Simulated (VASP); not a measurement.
# Ni (P6_3/mmc) in VASP: further runs, part 2 of 2

VASP 6.6.1.

## Step 6: Single point, PBE, collinear spin, ferromagnetic start

INCAR reads:

```
  ADDGRID = F
  ALGO = Normal
  EDIFF = 1E-6
  ENCUT = 400
  GGA = PE
  ISIF = 2
  ISMEAR = 0
  ISPIN = 2
  LASPH = T
  LCHARG = F
  LMAXMIX = 4
  LORBIT = 11
  LREAL = F
  LWAVE = F
  MAGMOM = 1 1
  NBANDS = 21
  NELM = 100
  PREC = Accurate
  SIGMA = 0.1
```

KPOINTS reads:

```
k-points
0
Gamma
  19 19 10
```

POSCAR reads:

```
Ni
1.0
    2.4480228978      0.0000000000      0.0000000000
   -1.2240114489      2.1200500186      0.0000000000
    0.0000000000      0.0000000000      4.0728075700
Ni
2
Direct
    0.6666666667      0.3333333333      0.7500000000
    0.3333333333      0.6666666667      0.2500000000
```

Potentials or basis: VASP PAW PBE potentials, release 64 (Ni).

Run with:

```sh
> cat potpaw_PBE.64/Ni/POTCAR > POTCAR
> mpirun -np 1 vasp_std > vasp.out
```

OUTCAR:

```text
EDIFF = 1E-6
   ENCUT = 400
   GGA = PE
   ISIF = 2
   ISMEAR = 0
   ISPIN = 2
   LASPH = T
   LORBIT = 11
   LREAL = F
   NELM = 100
   PREC = Accurate

 Found    240 irreducible k-points:

 Following reciprocal coordinates:
            Coordinates               Weight
  0.000000  0.000000  0.000000      1.000000
  0.052632 -0.000000  0.000000      6.000000
  0.105263 -0.000000  0.000000      6.000000
  0.157895  0.000000  0.000000      6.000000
  0.210526 -0.000000  0.000000      6.000000
  0.263158 -0.000000  0.000000      6.000000
   k-points           NKPTS =    240   k-points in BZ     NKDIM =    240   number of bands    NBANDS=     21
   number of dos      NEDOS =    301   number of ions     NIONS =      2
   total plane-waves  NPLWV =   7168
   dimension x,y,z NGX =    16 NGY =   16 NGZ =   28
   dimension x,y,z NGXF=    32 NGYF=   32 NGZF=   56
   ions per type =               2
   NGX,Y,Z   is equivalent  to a cutoff of  10.87, 10.87, 11.43 a.u.
   NGXF,Y,Z  is equivalent  to a cutoff of  21.73, 21.73, 22.86 a.u.
 SYSTEM =  unknown system
   PREC   = accura    normal or accurate (medium, high low for compatibility)
   ISTART =      0    job   : 0-new  1-cont  2-samecut
   ICHARG =      2    charge: 1-file 2-atom 10-const
   ISPIN  =      2    spin polarized calculation?
   LNONCOLLINEAR =      F non collinear calculations
   LSORBIT =      F    spin-orbit coupling
   LASPH  =      T    aspherical Exc in radial PAW
   ENCUT  =  400.0 eV  29.40 Ry    5.42 a.u.   3.99  3.99  6.64*2*pi/ulx,y,z
   NELM   =    100;   NELMIN=  2; NELMDL= -5     # of ELM steps
   EDIFF  = 0.1E-05   stopping-criterion for ELM
   LREAL  =      F    real-space projection
   EDIFFG = 0.1E-04   stopping-criterion for IOM
   NSW    =      0    number of steps for IOM
   IBRION =     -1    ionic relax: 0-MD 1-quasi-New 2-CG
   NFREE  =      0    steps in history (QN), initial steepest desc. (CG)
   ISIF   =      2    stress and relaxation
   ISYM   =      2    0-nonsym 1-usesym 2-fastsym
   POTIM  = 0.5000    time-step for ionic-motion
   TEBEG  =    0.0;   TEEND  =   0.0 temperature during run
   PSTRESS=    0.0 pullay stress
   NELECT =      20.0000    total number of electrons
   NUPDOWN=      -1.0000    fix difference up-down
   EMIN   =  10.00;   EMAX   =-10.00  energy-range for DOS
   EFERMI =   0.00;   METHOD = LEGACY
   ISMEAR =     0;   SIGMA  =   0.10  broadening in eV -4-tet -1-fermi 0-gaus
   EFERMI_NEDOS =   21; number of points for ismear=-14 and -15
   IALGO  =     38    algorithm
   IMIX   =      4    mixing-type and parameters
     AMIX     =   0.40;   BMIX     =  1.00
     AMIX_MAG =   1.60;   BMIX_MAG =  1.00
  volume/ion in A,a.u.               =      10.57        71.32
  Fermi-wavevector in a.u.,A,eV,Ry     =   1.607187  3.037143 35.144518  2.583049
  Thomas-Fermi vector in A             =   2.703255
   LORBIT       =     11    0 simple, 1 ext, 2 COOP (PROOUT), +10 PAW based schemes
   GGA     = PE    functional components
   LHFCALC =     F    Hartree Fock is set to
   AEXX    =    0.0000 exact exchange contribution
   IVDW    =     0    specifies the selected vdW correction
   LEPSILON=     F    determine dielectric tensor
   LRPA    =     F    only Hartree local field effects (RPA)
 spin polarized calculation
 Gauss-broadening in eV      SIGMA  =   0.10
  energy-cutoff  :      400.00
  volume of cell :       21.14
 maximum number of plane-waves:       394
 NGX is ok and might be reduce to    16
   NGX =  7   NGY =  7   NGZ = 13

 number of electron      20.0000025 magnetization       1.2492244

 Free energy of the ion-electron system (eV)
  ---------------------------------------------------
  ext. energy  EPLUGINS =         0.00000000
  ---------------------------------------------------
  free energy    TOTEN  =       -10.88286583 eV

  energy without entropy =      -10.86077429  energy(sigma->0) =      -10.87182006

 E-fermi :   9.8120     XC(G=0): -13.4275

 val. band max:        9.8096842821   @ k =   0.3684   0.1579   0.4000
 cond. band min:       9.8128539376   @ k =   0.1579   0.0000   0.2000
 fundamental gap:      0.0031696555
 Fermi energy:         9.8119678093

 spin component 1

 k-point     1 :       0.0000    0.0000    0.0000
  band No.  band energies     occupation
      1       0.5763      1.00000
      2       4.7881      1.00000
      3       7.2365      1.00000
      4       7.3938      1.00000
      5       7.3938      1.00000
      6       7.6575      1.00000
[... 13 lines left out ...]
     20      36.5528      0.00000
     21      40.4758      0.00000

 k-point     2 :       0.0526   -0.0000    0.0000
  band No.  band energies     occupation
      1       0.6762      1.00000
      2       4.8516      1.00000
      3       7.1894      1.00000
      4       7.4296      1.00000
      5       7.4379      1.00000
      6       7.6335      1.00000
[... 13 lines left out ...]
     20      38.4473      0.00000
     21      39.3916      0.00000

 k-point     3 :       0.1053   -0.0000    0.0000
  band No.  band energies     occupation
      1       0.9727      1.00000
      2       5.0311      1.00000
      3       7.0744      1.00000
      4       7.4922      1.00000
      5       7.5667      1.00000
      6       7.5957      1.00000
[... 13 lines left out ...]
     20      39.4426      0.00000
     21      39.8626      0.00000
[... 25 lines left out ...]
 k-point     5 :       0.2105   -0.0000    0.0000
  band No.  band energies     occupation
      1       2.0991      1.00000
      2       5.5481      1.00000
      3       6.7361      1.00000
      4       6.7955      1.00000
      5       7.3263      1.00000
      6       7.8423      1.00000
[... 13 lines left out ...]
     20      38.9962      0.00000
     21      39.1460      0.00000

 k-point     6 :       0.2632   -0.0000    0.0000
  band No.  band energies     occupation
      1       2.8657      1.00000
      2       5.6878      1.00000
      3       6.3576      1.00000
      4       6.7507      1.00000
      5       7.2848      1.00000
      6       7.7188      1.00000
[... 13 lines left out ...]
     20      38.1580      0.00000
     21      38.7808      0.00000

 [... further k-points ...]

 spin component 2

 k-point     1 :       0.0000    0.0000    0.0000
  band No.  band energies     occupation
      1       0.5484      1.00000
      2       5.1868      1.00000
      3       7.9452      1.00000
      4       8.0707      1.00000
      5       8.0707      1.00000
      6       8.3529      1.00000
[... 13 lines left out ...]
     20      36.6369      0.00000
     21      40.5571      0.00000

 k-point     2 :       0.0526   -0.0000    0.0000
  band No.  band energies     occupation
      1       0.6485      1.00000
      2       5.2543      1.00000
      3       7.8798      1.00000
      4       8.1166      1.00000
      5       8.1221      1.00000
      6       8.3261      1.00000
[... 13 lines left out ...]
     20      38.4999      0.00000
     21      39.3147      0.00000

 k-point     3 :       0.1053   -0.0000    0.0000
  band No.  band energies     occupation
      1       0.9455      1.00000
      2       5.4462      1.00000
      3       7.7421      1.00000
      4       8.1079      1.00000
      5       8.1894      1.00000
      6       8.2508      1.00000
[... 13 lines left out ...]
     20      39.5540      0.00000
     21      39.9377      0.00000
[... 25 lines left out ...]
 k-point     5 :       0.2105   -0.0000    0.0000
  band No.  band energies     occupation
      1       2.0795      1.00000
      2       6.0174      1.00000
      3       7.1348      1.00000
      4       7.4088      1.00000
      5       7.9885      1.00000
      6       8.4773      1.00000
[... 13 lines left out ...]
     20      39.0611      0.00000
     21      39.1371      0.00000

 k-point     6 :       0.2632   -0.0000    0.0000
  band No.  band energies     occupation
      1       2.8616      1.00000
      2       6.1969      1.00000
      3       6.7719      1.00000
      4       7.3212      1.00000
      5       7.9367      1.00000
      6       8.3468      1.00000
[... 13 lines left out ...]
     20      38.2846      0.00000
     21      38.8044      0.00000

 [... further k-points ...]

------------------------ aborting loop because EDIFF is reached ----------------------------------------

  FORCE on cell =-STRESS in cart. coord.  units (eV):
  Direction    XX          YY          ZZ          XY          YZ          ZX
  --------------------------------------------------------------------------------------
  -------------------------------------------------------------------------------------
  Total        0.9590831      0.9590831      0.5391131      0.0000000      0.0000000      0.0000000
  in kB       72.6961426     72.6961426     40.8634440      0.0000000      0.0000000      0.0000000
  external PRESSURE =      62.0852430 kB  Pullay stress =       0.0000000 kB

 VOLUME and BASIS-vectors are now :
 -----------------------------------------------------------------------------
  energy-cutoff  :      400.00
  volume of cell :       21.14
      direct lattice vectors                 reciprocal lattice vectors
     2.448022898  0.000000000  0.000000000     0.408492911  0.235843492  0.000000000
    -1.224011449  2.120050019  0.000000000     0.000000000  0.471686984  0.000000000
     0.000000000  0.000000000  4.072807570     0.000000000  0.000000000  0.245530873

 POSITION                                       TOTAL-FORCE (eV/Angst)
 -----------------------------------------------------------------------------------
      1.22401      0.70668      3.05461         0.000000      0.000000      0.000000
     -0.00000      1.41337      1.01820        -0.000000     -0.000000      0.000000
 -----------------------------------------------------------------------------------
    total drift:                               -0.000000      0.000000     -0.000000

  FREE ENERGIE OF THE ION-ELECTRON SYSTEM (eV)
  ---------------------------------------------------
  free  energy   TOTEN  =       -10.8828658258 eV

  energy  without entropy=      -10.8607742880  energy(sigma->0) =      -10.87182006

 total charge

# of ion       s       p       d       tot
------------------------------------------
    1        0.510   0.524   8.328   9.361
    2        0.510   0.524   8.328   9.361
--------------------------------------------------
tot          1.020   1.048  16.655  18.722

 magnetization (x)

# of ion       s       p       d       tot
------------------------------------------
    1       -0.005  -0.024   0.663   0.634
    2       -0.005  -0.024   0.663   0.634
--------------------------------------------------
tot         -0.010  -0.049   1.326   1.267
```

It took 48 s on 1 thread of AMD EPYC 9R45 (Zen 5), shared host; peak memory 0.18 GiB.

These settings aren't checked as converged: the numbers below hold their error.

Results:

```yaml
Free_energy: -10.8829 eV
Pressure: 6.2 GPa
Band_gap_on_the_k_mesh: none (metal or under the smearing width)
Net_moment: 1.25 μB per cell
Site_moments: Ni +0.63 μB
Valence_electrons_inside_the_program's_atomic_spheres: Ni 9.36
```
